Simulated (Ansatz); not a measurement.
**ZrGe (model cell, started as rocksalt type): the cell at rest**

Wanted: the relaxed cell of ZrGe (model cell, started as rocksalt type).

Main program and level: Ansatz 0.2.0; DFT PBE, scalar-relativistic, plane waves, PAW.

The structure was built from a prototype and need not be the compound's stable phase.

**1. Starting point**

It takes space group Fm-3m (No. 225, cubic). The conventional cell has a = 5.440 Å, b = 5.440 Å, c = 5.440 Å, α = 90.00°, β = 90.00°, γ = 90.00°. Nearest to Zr lie 6 Ge at 2.72 Å. Nearest to Ge lie 6 Zr at 2.72 Å. Farther neighbours are not listed.

Structure file:

```cif
data_structure
_symmetry_space_group_name_H-M 'Fm-3m'
_symmetry_Int_Tables_number 225
_cell_length_a 5.4400
_cell_length_b 5.4400
_cell_length_c 5.4400
_cell_angle_alpha 90.000
_cell_angle_beta 90.000
_cell_angle_gamma 90.000
_cell_volume 160.99
loop_
_atom_site_label
_atom_site_type_symbol
_atom_site_symmetry_multiplicity
_atom_site_Wyckoff_symbol
_atom_site_fract_x
_atom_site_fract_y
_atom_site_fract_z
_atom_site_occupancy
Zr1 Zr 4 a 0.00000 0.00000 0.00000 1
Ge1 Ge 4 b 0.50000 0.00000 0.00000 1
```

**2. A coarse first look**

First a cheap look: the gap decides the mesh and the occupations, the pressure tells how far the cell has to move.

Input file input.yaml:

```yaml
crystal:
  lattice:
    - [0.0, 2.72, 2.72]
    - [2.72, 0.0, 2.72]
    - [2.72, 2.72, 0.0]
  atoms:
    - { symbol: Zr, position: [0.0, 0.0, 0.0] }
    - { symbol: Ge, position: [0.5, 0.5, 0.5] }
kpoints:
  mp_grid: { grid: [6, 6, 6] }
hamiltonian:
  xc: pbe
scf:
  occupations: { method: gaussian, width: 0.1 }
output:
  forces: true
  stress: true
  eigenvalues: true
```

On the command line:

```sh
$ ansatz run input.yaml --threads 4 --pin off --max-ram 7168MiB --backend cpu --events-out ev --progress --plain --runs-dir out
```

Numbers of over 12 decimals in the logs are rounded to 6 here.

Output:

```text
Engine: ansatz 0.2.0, aarch64-unknown-linux-gnu
Pseudopotentials: kind: paw
Pseudopotential: Zr, paw, valence charge 12, recommended cutoff 420 eV (normal), Zr.paw.azcp
Pseudopotential: Ge, paw, valence charge 14, recommended cutoff 420 eV (normal), Ge.paw.azcp
Functional definition: PBE
  parameter kappa = 0.804
  parameter beta = 0.066725
  exchange = pbe_x(kappa = kappa, mu = beta*pi^2/3)
[...]
--- Band table (eV; the first three rows and the last of 16) ---
  k-point 0: bands = [... 9 lower, 2.7733, 13.2633, 13.2633, 13.2633, 14.0536, 14.0536, 15.4447, 15.4447]
  k-point 1: bands = [... 9 lower, 3.2214, 11.9253, 12.4980, 12.4980, 13.8054, 13.8054, 15.1763, 17.4223]
  k-point 2: bands = [... 9 lower, 4.3975, 9.5817, 11.3025, 11.3025, 14.7709, 14.7709, 15.4755, 19.5326]
  k-point 15: bands = [... 9 lower, 4.8733, 10.3344, 10.7769, 11.2678, 14.6302, 15.9665, 16.1203, 16.1692]
[key lines of the parts left out:]
SCF converged after 6 iterations
Free energy (F): -8480.311081 eV
Fermi energy:    13.010958 eV
P = ⅓ Tr σ = 2.3115 GPa (23.115 kbar)
```

Wall time 3.3 s (4 threads of Arm Neoverse V2, shared host); peak memory 0.38 GiB; 1.4 s of CPU time.

Numbers from this step:

```yaml
pressure: 2.311 GPa
volume_per_atom: 20.12 Å³
gap_on_the_k_mesh: 0 eV
```

The coarse mesh shows no gap and a pressure of 2.3 GPa.

**3. Relaxation**

Harmonic phonons are second derivatives at a point where the forces vanish, and they are wanted at zero stress, so atoms and cell are relaxed first.

input.yaml, the sections that differ from step 2:

```yaml
kpoints:
  mp_grid: { grid: [14, 14, 14] }
output:
  forces: true
  stress: true
  eigenvalues: true
  write_density: true
  write_potential: true
  elf: true
  volumetric_format: npy
relax:
  adjacent_minimum: "off"
  f_tol: 0.005
  max_steps: 80
  cell: { stress_tol: 0.05 }
# crystal, hamiltonian, scf: as in step 2
```

Output:

```text
[...]
Crystal: 2 atoms, lattice volume = 40.247 Å³
Basis set: ecut = 420 eV, 749 PW (Γ), exchange–correlation on 54×54×54 points (8 copies of the dense FFT grid, shifted against one another)
Bands: 17, of which v1, the nominal top of the filled ones, is band 13 counted from 1 (12 counted from 0)
Symmetry: 48 space group operations
[...]
k-points: 104 of 2744
[...]
SCF iter   1: F=—  HF=-8480.320847 eV  |F-HF|=—  |Δ(HF+E_count)|=         —  Δρ=3.57e-3  dr2=4.43e-3  ethr=1.77e-3  ⟨swp⟩=5.0  Hψ=7458  notcnv=0
[...]
SCF iter   6: F=-8480.319802 eV  HF=-8480.319802 eV  |F-HF|=1.87e-8  |Δ(HF+E_count)|=   4.63e-8  Δρ=1.31e-5  dr2=5.33e-8  ethr=3.85e-10  ⟨swp⟩=5.6  Hψ=9902  notcnv=0
SCF 1 converged in 6 iterations: F = -8480.319802 eV  dr2 = 5.33e-8
[...]
relax step   1: F+E_penalty+E_count = -8480.31980215 eV  Δ(F+E_penalty+E_count) = +0.000e0 eV  max|allowed force component| = 3.599e-29 eV/Å  Δτ_max = 0.0000 Å  P = +2.434 GPa  Ω = 40.247 Å³  (6 SCF iters, dr2 threshold 1.00e-7 eV, accepted)
Crystal: 2 atoms, lattice volume = 42.081 Å³
Basis set: ecut = 420 eV, 869 PW (Γ), exchange–correlation on 54×54×54 points (8 copies of the dense FFT grid, shifted against one another)
[...]
iter 1 solved again at ethr=9.84e-6 eV; its pass at ethr=3.10e-3 eV (dr2=2.56e-3 eV) is discarded
[...]
SCF iter   6: F=-8480.318339 eV  HF=-8480.318339 eV  |F-HF|=1.16e-8  |Δ(HF+E_count)|=   6.34e-8  Δρ=6.42e-6  dr2=2.61e-8  ethr=7.69e-10  ⟨swp⟩=7.1  Hψ=9409  notcnv=0
SCF 2 converged in 6 iterations: F = -8480.318339 eV  dr2 = 2.61e-8
relax step   2: F+E_penalty+E_count = -8480.31833894 eV  Δ(F+E_penalty+E_count) = +1.463e-3 eV  max|allowed force component| = 1.402e-29 eV/Å  Δτ_max = 0.0000 Å  P = -2.451 GPa  Ω = 42.081 Å³  energy of the carried Pulay correction = -3.085e-4 eV  (6 SCF iters, dr2 threshold 2.00e-7 eV, rejected (line search))
Crystal: 2 atoms, lattice volume = 41.141 Å³
Basis set: ecut = 420 eV, 821 PW (Γ), exchange–correlation on 54×54×54 points (8 copies of the dense FFT grid, shifted against one another)
[...]
SCF iter   8: F=-8480.326072 eV  HF=-8480.326072 eV  |F-HF|=1.82e-12  |Δ(HF+E_count)|=  3.64e-12  Δρ=9.63e-8  dr2=1.93e-12  ethr=1.00e-12  ⟨swp⟩=5.1  Hψ=7620  notcnv=0
SCF 3 converged in 8 iterations: F = -8480.326072 eV  dr2 = 1.93e-12
relax step   3: F+E_penalty+E_count = -8480.32607206 eV  Δ(F+E_penalty+E_count) = -6.270e-3 eV  max|allowed force component| = 1.344e-29 eV/Å  Δτ_max = 0.0000 Å  P = -0.084 GPa  Ω = 41.141 Å³  energy of the carried Pulay correction = -1.520e-4 eV  (8 SCF iters, accepted)
[...]
relax step   4: F+E_penalty+E_count = -8480.32608536 eV  Δ(F+E_penalty+E_count) = -1.330e-5 eV  max|allowed force component| = 8.677e-29 eV/Å  Δτ_max = 0.0000 Å  P = -0.003 GPa  Ω = 41.110 Å³  energy of the carried Pulay correction = -1.469e-4 eV  (3 SCF iters, dr2 threshold 1.75e-8 eV, accepted)
[...]
SCF iter   5: F=-8480.326235 eV  HF=-8480.326235 eV  |F-HF|=1.27e-11  |Δ(HF+E_count)|=  7.28e-11  Δρ=3.56e-7  dr2=1.84e-11  ethr=1.00e-12  ⟨swp⟩=5.1  Hψ=7442  notcnv=0
SCF 5 converged in 5 iterations: F = -8480.326235 eV  dr2 = 1.84e-11
relax step   5: F+E_penalty+E_count = -8480.32623457 eV  Δ(F+E_penalty+E_count) = -1.492e-4 eV  max|allowed force component| = 7.415e-29 eV/Å  Δτ_max = 0.0000 Å  P = -0.001 GPa  Ω = 41.110 Å³  stress off target by 1.02e-3 GPa  SCF on the basis re-selected at this cell (its energy is not comparable with the rows above)  (5 SCF iters)
basis re-selected at this cell: Δ(F+E_penalty+E_count) = -1.492e-4 eV, ΔP = +0.002 GPa vs the last step (what re-selecting the basis moved, of the pressure what is left beyond the Pulay correction that the steps carried, after the strain that the cell walked since its last selection, with what the two solves' SCF thresholds leave and, on support functions, any second-order correction that the steps lacked; it is no m [...]
SCF converged after 5 iterations
Free energy (F): -8480.326235 eV
[...]
Internal energy: -8480.323630 eV  (E = F + TS)
E sigma→0 (E₀):  -8480.324932 eV
Entropy (-TS):   -0.002604 eV (-1.302 meV/atom)
Fermi energy:    12.760025 eV
[...]
--- Stress (GPa, compression-positive) ---
       -0.001024      -0.000000      -0.000000
       -0.000000      -0.001024      -0.000000
        0.000000       0.000000      -0.001024
  P = ⅓ Tr σ = -0.0010 GPa (-0.010 kbar)
--- Band table (eV; the first three rows and the last of 104) ---
  k-point 0: bands = [... 9 lower, 2.5446, 12.9393, 12.9393, 12.9393, 13.6932, 13.6932, 15.0688, 15.0688]
  k-point 1: bands = [... 9 lower, 2.6265, 12.6620, 12.8879, 12.8879, 13.3722, 13.3722, 14.9616, 15.6176]
  k-point 2: bands = [... 9 lower, 2.8670, 11.9263, 12.3896, 12.3896, 13.3791, 13.3791, 14.8130, 16.6273]
  k-point 103: bands = [... 9 lower, 4.6984, 10.1133, 10.3071, 10.5922, 14.7458, 15.3208, 15.7483, 15.7868]
--- Relaxed structure (4 steps of the walk, 3 accepted, 1 SCFs on fresh bases) ---
  F+E_penalty+E_count = -8480.32623457 eV   max|allowed force component| = 7.415e-29 eV/Å   (the final SCF, on the basis selected at the relaxed cell)
  cell:  # Å, volume = 41.1102 Å³
    - [0, 2.739301, 2.739301]
    - [2.739301, 0, 2.739301]
    - [2.739301, 2.739301, 0]
  atoms:
    - { symbol: Zr, position: [0, 0, 0] }
    - { symbol: Ge, position: [0.500000, 0.500000, 0.500000] }
```

Elapsed: 4.9 s, on 4 threads; peak memory 0.48 GiB; 18 s of CPU time.

Relaxation path:

```
step  energy less that of the first step (eV)  largest force component (eV/Å)  pressure (GPa)  volume (Å³)
   1                                   0.0000                          0.0000            2.43        40.25
   2                                   0.0015                          0.0000           -2.45        42.08
   3                                  -0.0063                          0.0000           -0.08        41.14
   4                                  -0.0063                          0.0000            0.00        41.11
  5*                                  -0.0064                          0.0000            0.00        41.11
```

Relaxation steps marked * repeat the geometry before them on a plane-wave basis chosen anew for their cell, so energy and pressure can jump there. Relaxation step 2 was tried and not accepted.

Forces are held to the 48 operations that the run works with; a distortion that breaks them can't arise in this run.

```
conventional cell, symmetrised  before  after  change
                         a (Å)   5.440  5.479  +0.7 %
                         b (Å)   5.440  5.479  +0.7 %
                         c (Å)   5.440  5.479  +0.7 %
              volume (Å³/atom)   20.12  20.56  +2.1 %
```

The relaxed structure:

```
Zr Ge
1.0
     0.00000    2.73930    2.73930
     2.73930    0.00000    2.73930
     2.73930    2.73930    0.00000
Zr Ge
1 1
Direct
  0.00000 0.00000 0.00000
  0.50000 0.50000 0.50000
```

Numbers from this step:

| Property | Result |
| --- | --- |
| pressure | -0.001024 GPa |
| volume per atom | 20.56 Å³ |

Electrostatic potential energy in the ac plane of the conventional cell at fractional y = 0.000, with atoms of Zr and Ge within 0.2 Å of it. With pseudopotentials it is smooth inside the atoms' cores, unlike the true potential.

Values in eV, 15 rows by 15 columns, each cell a mean:
```
-62 -46 -12   6   9  -4 -20 -29 -25 -13   5   9  -1 -31 -59
-36 -21   0  10  12   5  -9 -16 -13  -1  10  11   5 -11 -31
 -3   2   9  13  14  12   7   3   4  10  13  14  11   5  -1
  8  10  13  14  14  13  10   9   9  12  14  14  14  11   9
  4   8  12  14  13   9   3  -2   0   6  11  14  13  10   5
-15  -7   6  12   9  -1 -20 -34 -28  -9   6  12  10  -1 -13
-28 -19  -3   9   6 -13 -47 -62 -57 -28   0   9   4 -13 -25
-33 -22  -6   8   5 -18 -54 -64 -62 -34  -2   9   3 -16 -29
-23 -15   1  10   7  -8 -37 -54 -47 -20   3  10   7  -9 -20
 -7   0  10  13  11   4  -8 -18 -13  -1   9  13  12   5  -4
  8  10  13  14  14  11   7   5   6   9  13  14  14  12   9
  6   8  11  14  14  13  10   8   9  12  14  14  13  10   6
-15  -6   5  11  13  10   1  -6  -3   6  12  13   9   0 -12
-52 -34  -6   8  10   0 -15 -22 -19  -7   8  10   2 -21 -46
-64 -52 -15   6   8  -7 -23 -33 -28 -15   4   8  -3 -36 -62
```
Columns run along a (5.5 Å; values clipped at the 3rd and 97th percentile), rows up along c (5.5 Å), edges of the conventional cell, whose origin can differ from the input's. Atoms in or near the plane, at fractional coordinates: Zr at (0.00, 0.00), Zr at (0.50, 0.50), Ge at (0.50, 0.00), Ge at (0.00, 0.50).

ELF in the ac plane of the conventional cell at fractional y = 0.000, with atoms of Zr and Ge within 0.2 Å of it. It is the smooth field of the valence electrons, not physical close to the nuclei.

Ten even steps from '0' (0.02) to '9' (0.77), each cell a mean:
```
697365200464597
983266433574269
531257666763125
444444444443344
667521354214676
346623899624754
025637968944630
015648826954630
135636989834642
557622687314765
666432343224566
332346666654223
852267555674137
995365312464389
398365100364596
```
Columns run along a (5.5 Å), rows up along c (5.5 Å), edges of the conventional cell, whose origin can differ from the input's. Atoms in or near the plane, at fractional coordinates: Zr at (0.00, 0.00), Zr at (0.50, 0.50), Ge at (0.50, 0.00), Ge at (0.00, 0.50).

Valence density in the ac plane of the conventional cell at fractional y = 0.000, with atoms of Zr and Ge within 0.2 Å of it. It is the smooth field of the valence electrons, not physical close to the nuclei.

Values in e/Å³, 15 rows by 15 columns, each cell a mean:
```
 4  3  1  0  0  1  5 22 12  2  0  0  1  2  4
 3  2  1  0  0  0  1  2  2  1  0  0  0  1  2
 1  0  0  0  0  0  0  0  0  0  0  0  0  0  1
 0  0  0  0  0  0  0  0  0  0  0  0  0  0  0
 0  0  0  0  0  0  0  1  1  0  0  0  0  0  0
 2  1  0  0  0  1  2  3  2  1  0  0  0  1  2
20  4  1  0  0  1  3  4  4  2  1  0  0  2 12
37  7  1  0  0  2  4  3  4  3  1  0  0  2 22
 8  2  1  0  0  1  3  4  3  2  0  0  0  1  5
 1  1  0  0  0  0  1  2  1  1  0  0  0  0  1
 0  0  0  0  0  0  0  0  0  0  0  0  0  0  0
 0  0  0  0  0  0  0  0  0  0  0  0  0  0  0
 1  1  0  0  0  0  1  1  1  0  0  0  0  1  1
 4  2  1  0  0  1  2  7  4  1  0  0  0  2  3
 3  4  1  0  0  1  8 37 20  2  0  0  1  3  4
```
Columns run along a (5.5 Å), rows up along c (5.5 Å), edges of the conventional cell, whose origin can differ from the input's. Atoms in or near the plane, at fractional coordinates: Zr at (0.00, 0.00), Zr at (0.50, 0.50), Ge at (0.50, 0.00), Ge at (0.00, 0.50).

In this step the volume went from 20.12 to 20.56 Å³/atom.

**4. Tight relaxation**

Phonons need a cell at rest on their own settings, so the relaxation is repeated with tight tolerances on forces and stress on the k mesh and occupations of the first response run.

Input file input.yaml:

```yaml
crystal:
  lattice:
    - [0.0, 2.7393006665, 2.7393006665]
    - [2.7393006665, 0.0, 2.7393006665]
    - [2.7393006665, 2.7393006665, 0.0]
  atoms:
    - { symbol: Zr, position: [0.0, 0.0, 0.0] }
    - { symbol: Ge, position: [0.5, 0.5, 0.5] }
kpoints:
  mp_grid: { grid: [16, 16, 16] }
hamiltonian:
  xc: pbe
scf:
  occupations: { method: methfessel_paxton, width: 0.2 }
output:
  forces: true
  stress: true
  eigenvalues: true
relax:
  adjacent_minimum: "off"
  f_tol: 0.001
  max_steps: 60
  cell: { stress_tol: 0.01 }
```

Output:

```text
[...]
Crystal: 2 atoms, lattice volume = 41.110 Å³
Basis set: ecut = 420 eV, 821 PW (Γ), exchange–correlation on 54×54×54 points (8 copies of the dense FFT grid, shifted against one another)
Bands: 17, of which v1, the nominal top of the filled ones, is band 13 counted from 1 (12 counted from 0)
[... 1 set-up line as in the run before ...]
[...]
k-points: 145 of 4096
[...]
k-point 144: bands = [... 9 lower, 4.7245, 10.1997, 10.1997, 10.5078, 15.0663, 15.0663, 15.7520, 15.8116]
--- Relaxed structure (3 steps of the walk, 2 accepted, 1 SCFs on fresh bases) ---
[...]
cell:  # Å, volume = 41.1030 Å³
    - [0, 2.739141, 2.739141]
    - [2.739141, 0, 2.739141]
    - [2.739141, 2.739141, 0]
  atoms:
    - { symbol: Zr, position: [0, 0, 0] }
    - { symbol: Ge, position: [0.500000, 0.500000, 0.500000] }
[key lines of the parts left out:]
SCF converged after 3 iterations
Free energy (F): -8480.325302 eV
Fermi energy:    12.772862 eV
P = ⅓ Tr σ = -0.0000 GPa (-0.000 kbar)
```

The job ended after 4.9 s (4 threads; peak memory 0.5 GiB; 18 s of CPU time).

Little changed from the start: no atom moved by 0.005 Å and no cell edge by 0.1 %.

This step gave:

```
pressure        : -3.65e-5 GPa
volume per atom : 20.55 Å³
```

The forces vanish by symmetry and the pressure is 0.000 GPa, within the tolerances set. The cell now holds 20.55 Å³/atom.

**5. Outcome**

```
space group after relaxation (within 0.01 Å) : Fm-3m
lattice constant a                           : 5.478 Å
lattice constant b                           : 5.478 Å
lattice constant c                           : 5.478 Å
volume per atom                              : 20.6 Å³
```

**Reading.** The forces vanish by symmetry and the pressure is 0.000 GPa, within the tolerances set. The cell now holds 20.55 Å³/atom. The relaxation keeps the symmetry of its start, so it says nothing on stability against lower symmetry. The starting cell was built on a prototype and not taken from a measurement, so the phase need not exist.

[Logs are printed without paths, hosts, clocks, repeated set-up lines and the standing remarks that a program may print on its own settings, such as how far it seeks lower states.]

[Hosts, paths, dates, database ids (printed as entryN), source tags and the programs' standing remarks are cut or masked in the printed files.]
